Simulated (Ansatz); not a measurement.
# HfO2 (fluorite): bands and what follows from them

What do the bands of HfO2 (fluorite) imply? The runs give effective masses and transport coefficients.

Computed with Ansatz 0.2.0 (DFT PBE, scalar-relativistic, plane waves, PAW, unless a step's input says otherwise).

2 further runs of the same task are left out: 2 set aside as unsound or not needed.

## (1) The system as given

It takes space group Fm-3m (No. 225, cubic). The conventional cell has a = 5.115 Å, b = 5.115 Å, c = 5.115 Å, α = 90.00°, β = 90.00°, γ = 90.00°. Hf (site symmetry m-3m) is surrounded by 8 O at 2.21 Å. O (site symmetry -43m) has 4 Hf at 2.21 Å as nearest neighbours.

Coordinates:

```xyz
3
Lattice="0.0000 2.5575 2.5575 2.5575 0.0000 2.5575 2.5575 2.5575 0.0000" Properties=species:S:1:pos:R:3 pbc="T T T"
Hf    0.0000    0.0000    0.0000
O     1.2788    1.2788    1.2788
O     3.8363    3.8363    3.8363
```

The cell is the measured one, not relaxed. At PBE, an earlier run found -2.46 GPa for this cell of 11.152 Å³/atom (12×12×12 mesh), mesh gap 3.72 eV.

## (2) Bands on a fine mesh

Contents of input.yaml:

```yaml
crystal:
  lattice:
    - [0.0, 2.5575019374, 2.5575019374]
    - [2.5575019374, 0.0, 2.5575019374]
    - [2.5575019374, 2.5575019374, 0.0]
  atoms:
    - { symbol: Hf, position: [0.0, 0.0, 0.0] }
    - { symbol: O, position: [0.25, 0.25, 0.25] }
    - { symbol: O, position: [0.75, 0.75, 0.75] }
basis:
  ecutwfc: 420
  ecutrho_ratio: 4
kpoints:
  mp_grid: { grid: [12, 12, 12] }
hamiltonian:
  xc: pbe
scf:
  occupations: { method: gaussian, width: 0.05 }
output:
  forces: true
  stress: true
  eigenvalues: true
  eigenstates:
    nscf_kmesh: { grid: [20, 20, 20] }
    de_dk: true
    e_range: [-2.5, 6.22033681942]
  write_density: true
  write_potential: true
  elf: true
  volumetric_format: npy
```

The run is started by

```console
ansatz run input.yaml --threads 4 --pin off --max-ram 9216MiB --backend cpu --events-out ev --progress --plain --runs-dir out
```

Output:

```text
Warning: RAYON_NUM_THREADS=4 ignored (pool sized by the plan → 4); use --threads N
Engine: ansatz 0.2.0, x86_64-unknown-linux-gnu
Pseudopotentials: kind: paw
Pseudopotential: Hf, paw, valence charge 26, recommended cutoff 420 eV (normal), Hf.paw.azcp
Pseudopotential: O, paw, valence charge 6, recommended cutoff 420 eV (normal), O.paw.azcp
Functional definition: PBE
  parameter kappa = 0.804
  parameter beta = 0.06672455060314922
  exchange = pbe_x(kappa = kappa, mu = beta*pi^2/3)
  correlation = pbe_c(beta = beta)
Crystal: 3 atoms, lattice volume = 33.456 Å³
Basis set: ecut = 420 eV, 645 PW (Γ), exchange–correlation on 50×50×50 points (8 copies of the dense FFT grid, shifted against one another)
Bands: 23, of which v1, the nominal top of the filled ones, is band 19 counted from 1 (18 counted from 0)
Symmetry: 48 space group operations
Space group: Fm-3m (ITA 225), of the structure as read, at distance tolerance 3.2e-5 Å
k-points: 72 of 1728
Non-local potential: Hf, projectors of the file, l = 0: 3, l = 1: 2, l = 2: 2, l = 3: 3
Non-local potential: O, projectors of the file, l = 0: 2, l = 1: 2, l = 2: 1
PAW form: soft (Blöchl's): semilocal exchange-correlation on the pseudo side does not see the compensation charge
PAW one-centre angular grid: Hf, 590 points (default); XC on 64 Gauss nodes
PAW one-centre angular grid: O, 110 points (default); XC on 64 Gauss nodes
Initial density: superposition of atomic densities (neutral atoms: chi_scale 0, normalization atom), corrected by the library's trained network
Initial wavefunctions: pseudopotential atomic-orbital guess
Functional: x = pbe(κ = 0.804, μ = 0.2195149727645171), c = pbe(β = 0.06672455060314922)
SCF iter   1: F=—  HF=-16861.406532 eV  |F-HF|=—  |Δ(HF+E_count)|=         —  Δρ=2.41e-3  dr2=1.40e-3  ethr=1.77e-3  ⟨swp⟩=4.5  Hψ=6052  notcnv=0
preconditioner: auto → none  [insulator: Δε(μ)=3.739 eV  Ē_g=18.148 eV  σ=0.050 eV  W_gap=1.00  n_scr=14 (ndim 8)  ℏωp=38.5 eV  f_vac=0.066  D(μ)=0.00/eV (n_scr^D=0)  ε∞_Penn≈5.5]
SCF iter   2: F=—  HF=-16861.407470 eV  |F-HF|=—  |Δ(HF+E_count)|=   9.37e-4  Δρ=1.83e-3  dr2=8.15e-4  ethr=3.69e-6  ⟨swp⟩=2.0  Hψ=3450  notcnv=0
SCF iter   3: F=—  HF=-16861.407358 eV  |F-HF|=—  |Δ(HF+E_count)|=   1.12e-4  Δρ=6.76e-4  dr2=5.72e-5  ethr=2.15e-6  ⟨swp⟩=2.0  Hψ=2384  notcnv=0
SCF iter   4: F=—  HF=-16861.407639 eV  |F-HF|=—  |Δ(HF+E_count)|=   2.81e-4  Δρ=1.23e-4  dr2=4.25e-6  ethr=1.50e-7  ⟨swp⟩=2.0  Hψ=2952  notcnv=0
SCF iter   5: F=—  HF=-16861.407633 eV  |F-HF|=—  |Δ(HF+E_count)|=   5.31e-6  Δρ=5.55e-5  dr2=6.71e-7  ethr=1.12e-8  ⟨swp⟩=2.1  Hψ=2055  notcnv=0
SCF iter   6: F=—  HF=-16861.407637 eV  |F-HF|=—  |Δ(HF+E_count)|=   3.50e-6  Δρ=9.56e-6  dr2=1.66e-8  ethr=1.77e-9  ⟨swp⟩=2.0  Hψ=2951  notcnv=0
SCF iter   7: F=—  HF=-16861.407637 eV  |F-HF|=—  |Δ(HF+E_count)|=   1.71e-8  Δρ=7.17e-6  dr2=1.57e-8  ethr=4.38e-11  ⟨swp⟩=2.2  Hψ=3054  notcnv=0
SCF iter   8: F=—  HF=-16861.407637 eV  |F-HF|=—  |Δ(HF+E_count)|=   3.72e-9  Δρ=1.60e-6  dr2=6.73e-10  ethr=4.13e-11  ⟨swp⟩=2.2  Hψ=2151  notcnv=0
SCF iter   9: F=—  HF=-16861.407637 eV  |F-HF|=—  |Δ(HF+E_count)|=  8.73e-11  Δρ=2.21e-7  dr2=1.15e-11  ethr=1.77e-12  ⟨swp⟩=2.1  Hψ=2864  notcnv=0
SCF iter  10: F=-16861.407637 eV  HF=-16861.407637 eV  |F-HF|=7.28e-12  |Δ(HF+E_count)|=    0.00e0  Δρ=1.22e-8  dr2=3.42e-14  ethr=1.00e-12  ⟨swp⟩=5.1  Hψ=7210  notcnv=0
SCF 1 converged in 10 iterations: F = -16861.407637 eV  dr2 = 3.42e-14
NSCF: frozen V_eff on 256 k-points
SCF converged after 10 iterations
Free energy (F): -16861.407637 eV
Harris-Foulkes:  -16861.407637 eV  (|F-HF|=7.28e-12)
Internal energy: -16861.407637 eV  (E = F + TS)
E sigma→0 (E₀):  -16861.407637 eV
Fermi energy:    17.385076 eV
--- Per-component energies (eV) ---
  E_band       = 31.851706
  E_kinetic    = 769.821969
  E_local      = -5811.763983  (includes V_loc(G=0)·N_el)
  E_nonlocal   = -1147.583242
  E_hartree    = 2659.726877
  E_xc         = -447.324335
  E_vxc        = -454.249920  (∫ρ·V_xc dr)
  E_paw        = -7242.186994  (= ΣΔE_a)
  E_vpaw       = 1356.168187  (= ΣTr[D̂ρ^β])
  E_aug_tail   = 0.004955  (compensation charges beyond the density's cutoff)
  E_ewald      = -5642.102885
  E_smearing   = -0.000000  (= −TS)
  E_closure    = -0.000000  (closes the sum)
  Σ components = -16861.407637   (vs F -16861.407637, Δ=0.00e0)
--- Forces (eV/Å), atoms counted from 1 ---
  atom   1  Hf     0.00000000    -0.00000000     0.00000000
  atom   2  O     -0.00000000    -0.00000000     0.00000000
  atom   3  O     -0.00000000    -0.00000000    -0.00000000
  max |Σ_I F_I| component: 5.78e-18 eV/Å
--- Stress (GPa, compression-positive) ---
       -2.459869      -0.000000      -0.000000
        0.000000      -2.459869      -0.000000
       -0.000000      -0.000000      -2.459869
  P = ⅓ Tr σ = -2.4599 GPa (-24.599 kbar)
--- Band table (eV; the first three rows and the last of 72) ---
  k-point 0: bands = ["-45.6330", "-14.1575", "-14.1575", "-14.1575", "-3.0841", "-0.3480", "4.4658", "4.4658", "4.4658", "4.5271", "4.5271", "4.5271", "4.7220", "10.2960", "10.2960", "10.2960", "14.9190", "14.9190", "14.9190", "19.3477", "19.3477", "21.1024", "25.6339"]
  k-point 1: bands = ["-45.6321", "-14.1855", "-14.1606", "-14.1606", "-2.9957", "-0.4104", "4.4671", "4.4671", "4.4674", "4.5247", "4.5247", "4.5272", "4.7020", "10.3638", "10.3638", "10.4841", "14.7007", "14.7876", "14.7876", "19.4805", "19.4805", "21.3998", "25.3057"]
  k-point 2: bands = ["-45.6299", "-14.2605", "-14.1689", "-14.1689", "-2.7544", "-0.5708", "4.4706", "4.4706", "4.4725", "4.5187", "4.5187", "4.5273", "4.6552", "10.5509", "10.5509", "10.9875", "14.1721", "14.4751", "14.4751", "19.7737", "19.7737", "22.0535", "24.6429"]
  k-point 71: bands = ["-45.6168", "-14.4234", "-14.4234", "-14.2712", "-1.2474", "-1.2474", "4.4918", "4.4924", "4.4948", "4.4984", "4.4984", "4.5176", "4.5176", "10.3371", "10.5523", "12.9923", "12.9923", "14.1269", "15.3237", "20.2410", "20.5642", "22.3829", "22.3829"]
--- Fermi surface from the table of eigenstates not read: on its mesh, or on one of the eight of every second point, the electrons fill whole bands (an insulator's do; a metal wants a denser output.eigenstates.nscf_kmesh) ---
```

It took 2 s on 4 threads of Intel Xeon Platinum 8488C (Sapphire Rapids), shared host; peak memory 0.46 GiB.

Read off: volume 11.152 Å³/atom, pressure -2.46 GPa, mesh gap 3.72 eV.

Axes a, b and c in the maps are those of this run's conventional cell (a, b, c = 5.115, 5.115, 5.115 Å).

Density in a lattice plane of the grid's cell (edges 5.12 and 5.12 Å, at 0.250 of the third edge), which holds O.

Ten even steps from ' ' (0.13 e/Å³) to '@' (7.11 e/Å³):
```
                                                
          ....                    ....          
        ..------..              ..------..      
      ..==**%%**==..          ..==**%%**==..    
      ::++%%@@%%++::          ::++%%@@%%++::    
      ..==**%%**==..          ..==**%%**==..    
        ..------..              ..------..      
            ....                    ....        
                                                
                                                
                                                
          ....                    ....          
        ..------..              ..------..      
      ..==**%%**==..          ..==**%%**==..    
      ::++%%@@%%++::          ::++%%@@%%++::    
      ..==**%%**==..          ..==**%%**==..    
        ..------..              ..------..      
            ....                    ....        
                                                
                                                
```
Columns run along the first of these edges and rows up along the second, over one cell in 24 and 20 even steps from the bottom left corner. Atoms in the plane (fractional): O at (0.25, 0.25), O at (0.75, 0.75), O at (0.25, 0.75), O at (0.75, 0.25).

ELF in the same plane.

Ten even steps from ' ' (0.04) to '@' (0.81):
```
      ..::------::..          ..::------::..    
    ::++##%%%%%%##++::      ::++##%%%%%%##++::  
  ..++%%@@@@@@@@@@%%++..  ..++%%@@@@@@@@@@%%++..
  ::##@@@@%%##%%@@@@##::  ::##@@@@%%##%%@@@@##::
  ::##@@@@**==**@@@@##::  ::##@@@@**==**@@@@##::
  ::##@@@@%%##%%@@@@##::  ::##@@@@%%##%%@@@@##::
  ..++%%@@@@@@@@@@%%++..  ..++%%@@@@@@@@@@%%++..
    ::++##%%%%%%##++::      ::++##%%%%%%##++::  
      ..::------::..          ..::------::..    
                                                
      ..::------::..          ..::------::..    
    ::++##%%%%%%##++::      ::++##%%%%%%##++::  
  ..++%%@@@@@@@@@@%%++..  ..++%%@@@@@@@@@@%%++..
  ::##@@@@%%##%%@@@@##::  ::##@@@@%%##%%@@@@##::
  ::##@@@@**==**@@@@##::  ::##@@@@**==**@@@@##::
  ::##@@@@%%##%%@@@@##::  ::##@@@@%%##%%@@@@##::
  ..++%%@@@@@@@@@@%%++..  ..++%%@@@@@@@@@@%%++..
    ::++##%%%%%%##++::      ::++##%%%%%%##++::  
      ..::------::..          ..::------::..    
                                                
```
Columns run along the first of these edges and rows up along the second, over one cell in 24 and 20 even steps from the bottom left corner. Atoms in the plane (fractional): O at (0.25, 0.25), O at (0.75, 0.75), O at (0.25, 0.75), O at (0.75, 0.25).

Both are smooth fields of the valence electrons: close to the nuclei they are not physical.

Outside the cores ELF peaks at 0.84 in the shell around O, 0.6 Å from O.

ELF in the plane through atom 1 (Hf) and two of its nearest O neighbours, 7.2 Å on a side, that atom in the middle and its first bond to the right.

Values, 10 rows by 13 columns:
```
0.83 0.61 0.07 0.02 0.05 0.08 0.54 0.81 0.77 0.15 0.56 0.81 0.43
0.27 0.69 0.38 0.13 0.71 0.77 0.36 0.09 0.10 0.03 0.05 0.42 0.79
0.74 0.79 0.82 0.24 0.76 0.44 0.78 0.18 0.02 0.02 0.22 0.77 0.38
0.10 0.38 0.19 0.10 0.38 0.52 0.16 0.03 0.05 0.23 0.17 0.18 0.63
0.09 0.67 0.76 0.80 0.25 0.68 0.85 0.65 0.26 0.80 0.76 0.64 0.08
0.08 0.64 0.76 0.80 0.26 0.65 0.85 0.68 0.25 0.80 0.76 0.67 0.09
0.63 0.18 0.17 0.23 0.05 0.03 0.16 0.52 0.38 0.10 0.19 0.38 0.10
0.38 0.77 0.22 0.02 0.02 0.18 0.78 0.44 0.76 0.24 0.82 0.79 0.74
0.79 0.42 0.05 0.03 0.10 0.09 0.36 0.77 0.71 0.13 0.38 0.69 0.27
0.43 0.81 0.56 0.15 0.77 0.81 0.54 0.08 0.05 0.02 0.07 0.61 0.83
```
Atoms in the plane (Å from the middle): O (2.2, 0.0), O (-0.7, 2.1), Hf (3.0, -2.1), O (0.7, -2.1), Hf (0.0, 0.0), O (-2.2, 0.0), Hf (-3.0, 2.1).

[end of part 1 of 2]
